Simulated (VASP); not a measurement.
# BaTe (Fm-3m) in VASP: a series of runs, part 2 of 2

VASP 6.6.1. The steps go on from the part before.

## 9. Equation of state, PBEsol, 37.27 Å³/atom (volume scaled by 0.94)

Contents of INCAR:

```
ALGO = Normal
EDIFF = 1E-7
ENCUT = 520
GGA = PS
ISIF = 2
ISMEAR = -1
LASPH = T
LCHARG = F
LREAL = F
LWAVE = F
NBANDS = 15
NELM = 80
PREC = Accurate
SIGMA = 0.05
```

Contents of KPOINTS:

```
k-points
0
Gamma
  7 7 7
```

Contents of POSCAR:

```
BaTe
1.0
    0.0000000000      3.3403886307      3.3403886307
    3.3403886307      0.0000000000      3.3403886307
    3.3403886307      3.3403886307      0.0000000000
Ba Te
1 1
Direct
    0.0000000000      0.0000000000      0.0000000000
    0.5000000000      0.5000000000      0.5000000000
```

Potentials or basis: VASP PAW PBE potentials, release 64 (Ba_sv, Te).

The run is started by

```
> cat potpaw_PBE.64/Ba_sv/POTCAR potpaw_PBE.64/Te/POTCAR > POTCAR
> mpirun -np 1 vasp_std > vasp.out
```

Wall time 16 s (1 thread of Intel Xeon Platinum 8488C (Sapphire Rapids), shared host); peak memory 0.21 GiB.

It converged, with:

* Free energy: -9.0426 eV
* Pressure: 5.3 GPa
* Band gap on the k mesh: 1.11 eV, indirect (least direct gap 1.49 eV)

Caveat: the PAW data sets were made with another functional, which shifts forces and pressure a little; spin-orbit coupling is left out, which moves the levels of the heavy elements; an odd mesh through Γ misses points on the zone boundary, where band edges often lie.

## 10. Equation of state, PBEsol, 38.07 Å³/atom (volume scaled by 0.96)

INCAR is that of step 9.

KPOINTS is that of step 9.

Contents of POSCAR:

```
BaTe
1.0
    0.0000000000      3.3639132694      3.3639132694
    3.3639132694      0.0000000000      3.3639132694
    3.3639132694      3.3639132694      0.0000000000
Ba Te
1 1
Direct
    0.0000000000      0.0000000000      0.0000000000
    0.5000000000      0.5000000000      0.5000000000
```

The run is started by

```
> cat potpaw_PBE.64/Ba_sv/POTCAR potpaw_PBE.64/Te/POTCAR > POTCAR
> mpirun -np 1 vasp_std > vasp.out
```

Wall time 17 s (1 thread of Intel Xeon Platinum 8488C (Sapphire Rapids), shared host); peak memory 0.21 GiB.

It converged, with:

```yaml
Free_energy: -9.0898 eV
Pressure: 4.2 GPa
Band_gap_on_the_k_mesh: 1.18 eV, indirect (least direct gap 1.56 eV)
```

Caveat: the PAW data sets were made with another functional, which shifts forces and pressure a little; spin-orbit coupling is left out, which moves the levels of the heavy elements; an odd mesh through Γ misses points on the zone boundary, where band edges often lie.

## 11. Equation of state, PBEsol, 38.86 Å³/atom (volume scaled by 0.98)

INCAR is that of step 10.

KPOINTS is that of step 10.

Contents of POSCAR:

```
BaTe
1.0
    0.0000000000      3.3871134044      3.3871134044
    3.3871134044      0.0000000000      3.3871134044
    3.3871134044      3.3871134044      0.0000000000
Ba Te
1 1
Direct
    0.0000000000      0.0000000000      0.0000000000
    0.5000000000      0.5000000000      0.5000000000
```

The run is started by

```
> cat potpaw_PBE.64/Ba_sv/POTCAR potpaw_PBE.64/Te/POTCAR > POTCAR
> mpirun -np 1 vasp_std > vasp.out
```

Run time: 17 s. Hardware: 1 thread of Intel Xeon Platinum 8488C (Sapphire Rapids), shared host; peak memory 0.21 GiB.

The run converged. Its results:

```
Free energy            : -9.1269 eV
Pressure               : 3.3 GPa
Band gap on the k mesh : 1.23 eV, indirect (least direct gap 1.62 eV)
```

Caveat: the PAW data sets were made with another functional, which shifts forces and pressure a little; spin-orbit coupling is left out, which moves the levels of the heavy elements; an odd mesh through Γ misses points on the zone boundary, where band edges often lie.

## 12. Equation of state, PBEsol, 40.44 Å³/atom (volume scaled by 1.02)

INCAR is that of step 11.

KPOINTS is that of step 11.

Contents of POSCAR:

```
BaTe
1.0
    0.0000000000      3.4325834396      3.4325834396
    3.4325834396      0.0000000000      3.4325834396
    3.4325834396      3.4325834396      0.0000000000
Ba Te
1 1
Direct
    0.0000000000      0.0000000000      0.0000000000
    0.5000000000      0.5000000000      0.5000000000
```

Potentials or basis: VASP PAW PBE potentials, release 64 (Ba_sv, Te).

The run is started by

```
> cat potpaw_PBE.64/Ba_sv/POTCAR potpaw_PBE.64/Te/POTCAR > POTCAR
> mpirun -np 1 vasp_std > vasp.out
```

It took 17 s on 1 thread of Intel Xeon Platinum 8488C (Sapphire Rapids), shared host; peak memory 0.21 GiB.

Results (log left out):

```
Free energy            : -9.1742 eV
Pressure               : 1.6 GPa
Band gap on the k mesh : 1.34 eV, indirect (least direct gap 1.73 eV)
```

Caveat: the PAW data sets were made with another functional, which shifts forces and pressure a little; spin-orbit coupling is left out, which moves the levels of the heavy elements; an odd mesh through Γ misses points on the zone boundary, where band edges often lie.

## 13. Equation of state, PBEsol, 41.24 Å³/atom (volume scaled by 1.04)

INCAR is that of step 12.

KPOINTS is that of step 12.

Contents of POSCAR:

```
BaTe
1.0
    0.0000000000      3.4548735670      3.4548735670
    3.4548735670      0.0000000000      3.4548735670
    3.4548735670      3.4548735670      0.0000000000
Ba Te
1 1
Direct
    0.0000000000      0.0000000000      0.0000000000
    0.5000000000      0.5000000000      0.5000000000
```

The run is started by

```
> cat potpaw_PBE.64/Ba_sv/POTCAR potpaw_PBE.64/Te/POTCAR > POTCAR
> mpirun -np 1 vasp_std > vasp.out
```

Wall time 18 s (1 thread of Intel Xeon Platinum 8488C (Sapphire Rapids), shared host); peak memory 0.21 GiB.

Results (log left out):

```
Free energy            : -9.1862 eV
Pressure               : 0.9 GPa
Band gap on the k mesh : 1.39 eV, indirect (least direct gap 1.78 eV)
```

Caveat: the PAW data sets were made with another functional, which shifts forces and pressure a little; spin-orbit coupling is left out, which moves the levels of the heavy elements; an odd mesh through Γ misses points on the zone boundary, where band edges often lie.

## 14. Equation of state, PBEsol, 42.03 Å³/atom (volume scaled by 1.06)

INCAR is that of step 13.

KPOINTS is that of step 13.

Contents of POSCAR:

```
BaTe
1.0
    0.0000000000      3.4768797245      3.4768797245
    3.4768797245      0.0000000000      3.4768797245
    3.4768797245      3.4768797245      0.0000000000
Ba Te
1 1
Direct
    0.0000000000      0.0000000000      0.0000000000
    0.5000000000      0.5000000000      0.5000000000
```

The run is started by

```
> cat potpaw_PBE.64/Ba_sv/POTCAR potpaw_PBE.64/Te/POTCAR > POTCAR
> mpirun -np 1 vasp_std > vasp.out
```

It took 26 s on 1 thread of Intel Xeon Platinum 8488C (Sapphire Rapids), shared host; peak memory 0.24 GiB.

It converged, with:

- Free energy: -9.1915 eV
- Pressure: 0.2 GPa
- Band gap on the k mesh: 1.43 eV, indirect (least direct gap 1.82 eV)

Caveat: the PAW data sets were made with another functional, which shifts forces and pressure a little; spin-orbit coupling is left out, which moves the levels of the heavy elements; an odd mesh through Γ misses points on the zone boundary, where band edges often lie.

## 15. Equation of state, PBEsol

Potentials or basis: VASP PAW PBE potentials, release 64 (Ba_sv, Te).

No new run: the results of the series are fitted here.

What came out:

```yaml
Equilibrium_volume: "42.31 Å³/atom (rough: see the caveat)"
Bulk_modulus: 32 GPa (rough)
```

Energy against volume, from the lowest point:
```csv
volume (Å³/atom),energy (meV/atom)
37.273,74.44
38.066,50.83
38.859,32.31
39.652,18.40
40.445,8.64
41.238,2.63
42.031,0.00
```

Caveat: the minimum lies outside the volumes run; the PAW data sets were made with another functional, which shifts forces and pressure a little.
